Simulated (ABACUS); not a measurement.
The system is Sb.

```
Sb
1.0
     2.15420    1.24373    3.75800
    -2.15420    1.24373    3.75800
     0.00000   -2.48746    3.75800
Sb
2
Direct
  0.76651 0.76651 0.76651
  0.23349 0.23349 0.23349
```

```yaml
Program: ABACUS 3.10.1
Task: single point
Functional: PBE
Potentials_or_basis: PseudoDojo NC SR 0.4.1 PBE standard
Cutoff: 1102 eV
Density_cutoff: 4408 eV
Basis: plane waves
k_mesh: 8 × 8 × 8
Occupations: fermi-dirac, width 0.05 eV
Spin: no spin polarisation
```

On this cell: pressure 2.7 GPa; largest force 0.179 eV/Å; band gap on the k mesh none (metal or under the smearing width).

The same run follows on a disturbed copy (atoms moved at random, drawn with an rms of 0.05 Å):

```
Sb
1.0
     2.15420    1.24373    3.75800
    -2.15420    1.24373    3.75800
     0.00000   -2.48746    3.75800
Sb
2
Cartesian
  0.0271 -0.0085 8.5965
  0.0487 0.0409 2.6298
```

Question: What changes?

Answer: The energy (extrapolated to zero smearing) moves by -0.1 meV/atom; pressure 2.1 GPa; largest force 0.108 eV/Å; band gap on the k mesh none (metal or under the smearing width).

Forces in eV/Å, atoms in the order of the input:
```
Sb   0.053  0.094 -0.002
Sb  -0.053 -0.094  0.002
```

Stress tensor (GPa, compression positive):
```
 2.52  0.13 -0.25
 0.13  2.32 -0.47
-0.25 -0.47  1.61
```
